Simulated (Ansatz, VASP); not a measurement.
## Two plane-wave programs on SnO2

```
Sn O
1.0
    -3.23725    0.00000    0.00000
    -1.61863   -2.80354    0.00000
    -1.45676   -0.84106   13.22548
Sn O
3 6
Direct
  0.52064 0.52064 0.48675
  0.95133 0.95133 0.16224
  0.08995 0.08995 0.81126
  0.59553 0.59553 0.23714
  0.73415 0.73415 0.88616
  0.16484 0.16484 0.56165
  0.44576 0.44576 0.73637
  0.87644 0.87644 0.41185
  0.30713 0.30713 0.08734
```

Alike in both runs: task single point; functional PBE; dispersion D3(BJ); k mesh 9 × 9 × 2; occupations gaussian, width 0.05 eV; no spin polarisation.

```csv
,VASP,Ansatz
version,VASP 6.6.1,Ansatz 0.2.0
potentials or method,"VASP PAW PBE potentials, release 64 (Sn_d, O)","scalar-relativistic, plane waves, PAW"
plane-wave cutoff (eV),520,520
valence electrons in the cell,78,78
```

Ansatz gave:

```
gap on the k mesh at the Fermi level (eV)       : 1.68
least direct gap on the mesh (eV)               : 1.70
pressure (GPa)                                  : -0.3
largest component of the traceless stress (GPa) : 0.53
rms of the force components (eV/Å)              : 0.054
```

Question: Estimate VASP's values.

Answer: gap on the k mesh at the Fermi level (eV): 1.66; least direct gap on the mesh (eV): 1.68; pressure (GPa): 0.4; largest component of the traceless stress (GPa): 0.10; rms of the force components (eV/Å): 0.070.

Atom by atom the forces differ by 0.027 eV/Å (rms over components).

Caveats: spin-orbit coupling is left out, which moves the levels of the heavy elements; an odd mesh through Γ misses points on the zone boundary, where band edges often lie.
